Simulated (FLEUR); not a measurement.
## Convergence study of the basis cutoff for InN (R3m, 2 atoms in the cell)

```
CELL_PARAMETERS angstrom
      0.00000     2.47755     2.47755
      2.47755     0.00000     2.47755
      2.47755     2.47755     0.00000
ATOMIC_POSITIONS crystal
  In 0.00583 0.00583 0.00583
  N  0.25000 0.25000 0.25000
```

Method of the run: LDA (Perdew-Zunger), all-electron FLAPW (FLEUR), scalar-relativistic valence in FLEUR.

Base settings: Kmax = 4.5 1/bohr; GmaxXC = 15.8 1/bohr; xcFunctional = pz; jspins = 1; l_soc = F; mode = hist; fermiSmearingEnergy = 0.00073499 Htr; mesh (inpgen div1-3) = 3 3 3; inpgen gamma flag = false; Gmax = 15.8 1/bohr.

Moved along: Gmax, GmaxXC.

The second cell is the first with its lattice scaled by 0.98.

The mesh stays at the base's, so the ladder's end is converged at best in this setting alone.

Only quantities that move along the ladder and can be compared are tabulated.

Core times come from one kind of shared machine, to one figure; runs under 30 s give none.

The starting cell has typed, rounded lattice constants, without a prior relaxation at this level. Its lattice was rescaled by up to half a per cent. One atom was moved a little off its site on purpose. Values depend on the basis (sphere radii, cutoffs, local orbitals), which need not be converged. No gap is read from this output.

Steps (Kmax): 2.66 1/bohr; 2.85 1/bohr; 3.02 1/bohr; 3.18 1/bohr; 3.34 1/bohr; 3.49 1/bohr; 3.76 1/bohr; 4.02 1/bohr; 4.27 1/bohr; 4.5 1/bohr; 4.72 1/bohr; 4.93 1/bohr; 5.23 1/bohr; 5.51 1/bohr; 5.95 1/bohr.

**Question.** What is the state of the energy of the compressed cell less the first at the end of the ladder?

**Answer.** Still drifting one way, by 1.0 meV/atom over the last two steps, so the last step is no safe reference.

**Question.** What is the coarsest Kmax that holds the free energy within 5 meV/atom?

**Answer.** Not settled: the last two steps still differ by 6.0 meV/atom, over half the tolerance, so the ladder does not show it.

**Question.** What is the coarsest Kmax that holds the forces within 0.02 eV/Å of the last step, with all finer ones?

**Answer.** 4.02 1/bohr; the step before is off by 0.024 eV/Å.

```tsv
Kmax	free energy less the last step's (meV/atom)	energy of the compressed cell less the first (meV/atom)	largest difference of a force vector from the last step's (eV/Å)	core time / last (rough)
2.66 1/bohr	6881.19	351.87	0.145	–
2.85 1/bohr	5300.53	-449.10	0.077	–
3.02 1/bohr	3238.43	207.10	0.103	–
3.18 1/bohr	2432.54	140.29	0.091	–
3.34 1/bohr	1594.13	42.07	0.039	–
3.49 1/bohr	1167.56	31.35	0.023	–
3.76 1/bohr	651.51	8.13	0.024	–
4.02 1/bohr	332.82	23.24	0.010	–
4.27 1/bohr	163.07	37.66	0.006	–
4.5 1/bohr	97.96	27.54	0.005	0.5
4.72 1/bohr	58.91	24.85	0.003	–
4.93 1/bohr	33.94	29.35	0.005	0.6
5.23 1/bohr	14.50	27.88	0.004	0.6
5.51 1/bohr	6.03	28.39	0.002	0.6
5.95 1/bohr	0.00	28.92	0.000	1
```
